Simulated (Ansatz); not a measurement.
Crystal: C.

```xyz
12
Lattice="2.5221 0.0000 0.0000 -1.2611 2.1842 0.0000 0.0000 0.0000 12.3557" Properties=species:S:1:pos:R:3 pbc="T T T"
C     1.2611    0.7281    4.3760
C     0.0000    1.4561   10.5539
C     1.2611    0.7281    1.8018
C     0.0000    1.4561    7.9797
C     1.2611    0.7281    5.9205
C     0.0000    1.4561   12.0983
C     1.2611    0.7281    0.2574
C     0.0000    1.4561    6.4352
C     0.0000    0.0000   10.0390
C     0.0000    0.0000    3.8612
C     0.0000    0.0000    8.4945
C     0.0000    0.0000    2.3167
```

This is a hexagonal form of diamond, not graphite.

- Program: Ansatz 0.2.0
- Task: relaxation of cell and atoms
- Functional: LDA
- Potentials or basis: Ansatz PAW
- Cutoff: 420 eV (not typed: the program's choice for these potentials)
- k mesh: 12 × 12 × 3
- Occupations: fermi-dirac, width 0.05 eV
- Spin: no spin polarisation

At the start: volume 5.67 Å³/atom.

Task: How do energy, volume and symmetry change on relaxing?

Result: It ends after 8 steps and the volume is 5.51 Å³/atom (-2.8 %); space group P6_3/mmc (No. 194, to 0.05 Å).

Step by step:
```csv
step,energy change (eV),largest force (eV/Å),volume (Å³)
1,0.0000,0.3371,68.06
2,-0.0912,0.3362,66.86
3,-0.1120,0.0586,66.07
4,-0.1120,0.0103,66.17
5,-0.1120,0.0005,66.17
6,-0.0981,0.0013,66.17
7,-0.0986,0.0003,66.13
8,-0.0982,0.0003,66.13
```

Final structure:
```
C
1.0
     2.49228    0.00000    0.00000
    -1.24614    2.15838    0.00000
     0.00000    0.00000   12.29308
C
12
Direct
  0.66667 0.33333 0.35494
  0.33333 0.66667 0.85494
  0.66667 0.33333 0.14506
  0.33333 0.66667 0.64506
  0.66667 0.33333 0.47923
  0.33333 0.66667 0.97923
  0.66667 0.33333 0.02077
  0.33333 0.66667 0.52077
  0.00000 0.00000 0.81314
  0.00000 0.00000 0.31314
  0.00000 0.00000 0.68686
  0.00000 0.00000 0.18686
```

Caveat: the plane-wave basis is chosen anew once the cell has moved, so the energies of steps on either side of that aren't comparable; the pressure holds a Pulay correction of +1.3 GPa for the finite cutoff; the PAW data sets come from PBE, with cores solved anew for the run's functional, which leaves a small shift of forces and pressure.
